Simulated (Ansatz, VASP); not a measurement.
NaI in VASP and in Ansatz

```xyz
2
Lattice="0.0000 3.2317 3.2317 3.2317 0.0000 3.2317 3.2317 3.2317 0.0000" Properties=species:S:1:pos:R:3 pbc="T T T"
Na    3.2317    3.2317    3.2317
I     0.0000    0.0000    0.0000
```

Alike in both runs: task single point; functional PBE; k mesh 6 × 6 × 6; occupations gaussian, width 0.02 eV; no spin polarisation.

|  | VASP | Ansatz |
| --- | --- | --- |
| version | VASP 6.6.1 | Ansatz 0.2.0 |
| potentials or method | VASP PAW PBE potentials, release 64 (Na_pv, I) | scalar-relativistic, plane waves, PAW |
| plane-wave cutoff (eV) | 520 | 420 |
| valence electrons in the cell | 14 | 26 |

|  | VASP | Ansatz | Ansatz less VASP |
| --- | --- | --- | --- |
| gap on the k mesh at the Fermi level (eV) | 3.65 | 3.66 | +0.004 |
| least direct gap on the mesh (eV) | 3.65 | 3.66 | +0.004 |
| pressure (GPa) | 0.5 | 0.5 | -0.01 |

The two sets of potentials don't hold the same shells in valence.

Caveats: spin-orbit coupling is left out, which moves the levels of the heavy elements.
